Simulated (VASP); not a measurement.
# BeS (Fm-3m) in VASP: single point with HSE06

Aim: the single point of BeS with HSE06.

Program: VASP 6.6.1. These are calculated values, not measurements. Logs are shortened: lines on timing, memory, paths and dates and some standing lists are left out, and cuts for length are marked.

## (1) The crystal as given

It takes space group Fm-3m (No. 225, cubic). Conventional cell: a = 4.635 Å, b = 4.635 Å, c = 4.635 Å, α = 90.00°, β = 90.00°, γ = 90.00°. Be (site symmetry m-3m) is surrounded by 6 S at 2.32 Å. S (site symmetry m-3m) is surrounded by 6 Be at 2.32 Å.

The cell was built by a generator and needn't be a form met in nature.

## (2) Single point, HSE06

The input, POSCAR:

```
BeS
1.0
    0.0000000000      2.3172971951      2.3172971951
    2.3172971951      0.0000000000      2.3172971951
    2.3172971951      2.3172971951      0.0000000000
Be S
1 1
Direct
    0.0000000000      0.0000000000      0.0000000000
    0.5000000000      0.5000000000      0.5000000000
```

The input, INCAR.step1:

```
SYSTEM = BeS
ALGO = Normal
EDIFF = 1E-5
ENCUT = 520
GGA = PE
ISIF = 2
ISMEAR = 0
LASPH = .True.
LCHARG = .False.
LREAL = .False.
LWAVE = .True.
NBANDS = 11
NELM = 100
PREC = Accurate
SIGMA = 0.01
```

The input, INCAR.step2:

```
SYSTEM = BeS
ALGO = Normal
EDIFF = 1E-7
ENCUT = 520
GGA = PE
HFSCREEN = 0.2079
ISIF = 2
ISMEAR = 0
ISTART = 1
LASPH = .True.
LCHARG = .False.
LHFCALC = .True.
LREAL = .False.
LWAVE = .False.
NBANDS = 11
NELM = 100
PREC = Accurate
PRECFOCK = Normal
SIGMA = 0.01
```

The input, KPOINTS:

```
k-points
0
Gamma
  6 6 6
  0 0 0
```

Potentials or basis: VASP PAW PBE potentials, release 64 (Be, S).

Command:

```console
> cat potpaw_PBE.64/Be/POTCAR potpaw_PBE.64/S/POTCAR > POTCAR
> cp INCAR.step1 INCAR
> mpirun -np 1 vasp_std > vasp.out
> cp INCAR.step2 INCAR
> mpirun -np 1 vasp_std > vasp.out
```

OUTCAR:

```text
SYSTEM = BeS
   EDIFF = 1E-7
   ENCUT = 520
   GGA = PE
   HFSCREEN = 0.2079
   ISIF = 2
   ISMEAR = 0
   ISTART = 1
   LASPH = .True.
   LHFCALC = .True.
   LREAL = .False.
   NELM = 100
   PREC = Accurate
   PRECFOCK = Normal

 ion  position               nearest neighbor table
   1  0.000  0.000  0.000-   2 2.32   2 2.32   2 2.32   2 2.32   2 2.32   2 2.32
   2  0.500  0.500  0.500-   1 2.32   1 2.32   1 2.32   1 2.32   1 2.32   1 2.32

  LATTYP: Found a face centered cubic cell.
 ALAT       =     4.6345943902

  Lattice vectors:

 A1 = (   0.0000000000,   2.3172971951,   2.3172971951)
 A2 = (   2.3172971951,   0.0000000000,   2.3172971951)
 A3 = (   2.3172971951,   2.3172971951,   0.0000000000)

Analysis of symmetry for initial positions (statically):
=====================================================================
 Subroutine PRICEL returns:
 Original cell was already a primitive cell.

 Routine SETGRP: Setting up the symmetry group for a
 face centered cubic supercell.

 Subroutine GETGRP returns: Found 48 space group operations
 (whereof 48 operations were pure point group operations)
 out of a pool of 48 trial point group operations.

The static configuration has the point symmetry O_h .

Analysis of symmetry for dynamics (positions and initial velocities):
=====================================================================
 Subroutine PRICEL returns:
 Original cell was already a primitive cell.

 Routine SETGRP: Setting up the symmetry group for a
 face centered cubic supercell.

 Subroutine GETGRP returns: Found 48 space group operations
 (whereof 48 operations were pure point group operations)
 out of a pool of 48 trial point group operations.

The dynamic configuration has the point symmetry O_h .

 Subroutine INISYM returns: Found 48 space group operations
 (whereof 48 operations are pure point group operations),
 and found     1 'primitive' translations

----------------------------------------------------------------------------------------

                                     Primitive cell

  volume of cell :      24.8872

  direct lattice vectors                    reciprocal lattice vectors
     0.000000000  2.317297195  2.317297195    -0.215768612  0.215768612  0.215768612
     2.317297195  0.000000000  2.317297195     0.215768612 -0.215768612  0.215768612
     2.317297195  2.317297195  0.000000000     0.215768612  0.215768612 -0.215768612

  length of vectors
     3.277153121  3.277153121  3.277153121     0.373722199  0.373722199  0.373722199

[... 88 lines left out ...]
   IALGO  =     38    algorithm
   IMIX   =      1    mixing-type and parameters
     AMIX     =   0.40;   BMIX     =  1.00
     AMIX_MAG =   1.60;   BMIX_MAG =  1.00
  volume/ion in A,a.u.               =      12.44        83.97
  Fermi-wavevector in a.u.,A,eV,Ry     =   1.121450  2.119232 17.111356  1.257649
  Thomas-Fermi vector in A             =   2.258103
   LORBIT       =      0    0 simple, 1 ext, 2 COOP (PROOUT), +10 PAW based schemes
   GGA     = PE    functional components
   LHFCALC =     T    Hartree Fock is set to
   PRECFOCK=normal    Normal, Fast or Accurate (Low or Medium for compatibility)
   ENCUT4O =  -1.0   cutoff for four orbital integrals eV
   NKREDX  =     1    reduce k-point grid by
   NKREDY  =     1    reduce k-point grid by
   NKREDZ  =     1    reduce k-point grid by
   AEXX    =    0.2500 exact exchange contribution
   HFSCREEN=    0.2079 screening length (either q_TF or 0.3 A-1)
   HFSCREENC=   0.2079 screening length for correlation (either q_TF or 0.3 A-1)
   ENCUTFOCK=  -1.0 apply spherical cutoff to Coloumb kernel
   IVDW    =     0    specifies the selected vdW correction
   LEPSILON=     F    determine dielectric tensor
   LRPA    =     F    only Hartree local field effects (RPA)
 non-spin polarized calculation
 Gauss-broadening in eV      SIGMA  =   0.01
  energy-cutoff  :      520.00
  volume of cell :       24.89
 maximum number of plane-waves:       692
  NGX = 20; NGY = 20; NGZ = 20

 number of electron       7.9999998 magnetization

 Free energy of the ion-electron system (eV)
  ---------------------------------------------------
  ext. energy  EPLUGINS =         0.00000000
  ---------------------------------------------------
  free energy    TOTEN  =       -10.16805833 eV

  energy without entropy =      -10.16805833  energy(sigma->0) =      -10.16805833

 E-fermi :   6.1177     XC(G=0):  -8.7676

 val. band max:        6.0660753582   @ k =  -0.1667   0.1667   0.0000
 cond. band min:       7.8073568352   @ k =   0.5000   0.5000   0.0000
 fundamental gap:      1.7412814770
 Fermi energy:         6.1177100021

 k-point     1 :       0.0000    0.0000    0.0000
  band No.  band energies     occupation
      1     -10.5669      2.00000
      2       5.7482      2.00000
      3       5.7482      2.00000
      4       5.7482      2.00000
      5      12.5039      0.00000
      6      16.0143      0.00000
      7      16.0143      0.00000
      8      16.0143      0.00000
      9      17.1131      0.00000
     10      17.1131      0.00000
     11      17.1131      0.00000
[... 197 lines left out ...]
 k-point    16 :      -0.3333    0.5000    0.1667
  band No.  band energies     occupation
      1      -6.9093      2.00000
      2      -0.6687      2.00000
      3       1.1701      2.00000
      4       1.9729      2.00000
      5      10.1181      0.00000
      6      14.0233      0.00000
      7      15.0099      0.00000
      8      19.1208      0.00000
      9      20.1053      0.00000
     10      22.2934      0.00000
     11      25.9488      0.00000

------------------------ aborting loop because EDIFF is reached ----------------------------------------

  FORCE on cell =-STRESS in cart. coord.  units (eV):
  Direction    XX          YY          ZZ          XY          YZ          ZX
  --------------------------------------------------------------------------------------
  -------------------------------------------------------------------------------------
  Total       -0.3049086     -0.3049086     -0.3049086      0.0000000      0.0000000     -0.0000000
  in kB      -19.6293121    -19.6293121    -19.6293121      0.0000000      0.0000000     -0.0000000
  external PRESSURE =     -19.6293121 kB  Pullay stress =       0.0000000 kB

 VOLUME and BASIS-vectors are now :
 -----------------------------------------------------------------------------
  energy-cutoff  :      520.00
  volume of cell :       24.89
      direct lattice vectors                 reciprocal lattice vectors
     0.000000000  2.317297195  2.317297195    -0.215768612  0.215768612  0.215768612
     2.317297195  0.000000000  2.317297195     0.215768612 -0.215768612  0.215768612
     2.317297195  2.317297195  0.000000000     0.215768612  0.215768612 -0.215768612

 POSITION                                       TOTAL-FORCE (eV/Angst)
 -----------------------------------------------------------------------------------
      0.00000      0.00000      0.00000        -0.000000     -0.000000     -0.000000
      2.31730      2.31730      2.31730         0.000000      0.000000      0.000000
 -----------------------------------------------------------------------------------
    total drift:                                0.000013      0.000008      0.000013

  FREE ENERGIE OF THE ION-ELECTRON SYSTEM (eV)
  ---------------------------------------------------
  free  energy   TOTEN  =       -10.1680583346 eV

  energy  without entropy=      -10.1680583346  energy(sigma->0) =      -10.16805833
```

OSZICAR.step1:

```text
N       E                     dE             d eps       ncg     rms          rms(c)
DAV:   1     0.163817696981E+02    0.16382E+02   -0.37369E+03   360   0.620E+02
DAV:   2    -0.798962543961E+01   -0.24371E+02   -0.23528E+02   459   0.107E+02
DAV:   3    -0.895230469192E+01   -0.96268E+00   -0.96018E+00   452   0.205E+01
DAV:   4    -0.895760594346E+01   -0.53013E-02   -0.53001E-02   452   0.176E+00
DAV:   5    -0.895763621614E+01   -0.30273E-04   -0.30272E-04   488   0.127E-01    0.632E+00
DAV:   6    -0.887929658850E+01    0.78340E-01   -0.19133E-01   414   0.181E+00    0.425E+00
DAV:   7    -0.887818685364E+01    0.11097E-02   -0.66562E-02   436   0.124E+00    0.164E+00
DAV:   8    -0.887880871073E+01   -0.62186E-03   -0.61403E-03   400   0.378E-01    0.290E-01
DAV:   9    -0.887879255219E+01    0.16159E-04   -0.15712E-04   420   0.796E-02    0.539E-02
DAV:  10    -0.887880539136E+01   -0.12839E-04   -0.20270E-05   402   0.260E-02    0.719E-03
DAV:  11    -0.887880639132E+01   -0.99996E-06   -0.46068E-06   209   0.117E-02
   1 F= -.88788064E+01 E0= -.88788064E+01  d E =-.121703E-39
```

Wall time 6.4 min (1 thread of Intel Xeon Platinum 8488C (Sapphire Rapids), shared host); peak memory 0.24 GiB.

Results:

```
Free energy            : -10.1681 eV
Pressure               : -2.0 GPa
Band gap on the k mesh : 1.74 eV, indirect (least direct gap 5.20 eV)
```

Caveat: the PAW data sets were made with another functional, which shifts forces and pressure a little. A k mesh can miss the band edges.
